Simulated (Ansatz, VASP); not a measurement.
**Two plane-wave programs on Na**

```xyz
1
Lattice="-1.8578 1.8578 2.7245 1.8578 -1.8578 2.7245 1.8578 1.8578 -2.7245" Properties=species:S:1:pos:R:3 pbc="T T T"
Na    0.0000    0.0000    0.0000
```

Alike in both runs: task single point; functional PBEsol; k mesh 20 × 20 × 20; occupations gaussian, width 0.15 eV; no spin polarisation.

```csv
,VASP,Ansatz
version,VASP 6.6.1,Ansatz 0.2.0
potentials or method,"VASP PAW PBE potentials, release 64 (Na_pv)","scalar-relativistic, plane waves, PAW"
plane-wave cutoff (eV),520,420
valence electrons in the cell,7,9
```

|  | VASP | Ansatz | Ansatz less VASP |
| --- | --- | --- | --- |
| gap on the k mesh at the Fermi level (eV) | none | none | - |
| pressure (GPa) | -0.2 | -0.2 | -0.01 |
| largest component of the traceless stress (GPa) | 0.05 | 0.05 | -0.001 |

A gap of «none» marks a metal or a gap that the smearing closes. The two sets of potentials don't hold the same shells in valence.

Caveats: the PAW data sets were made with another functional, which shifts forces and pressure a little (VASP).
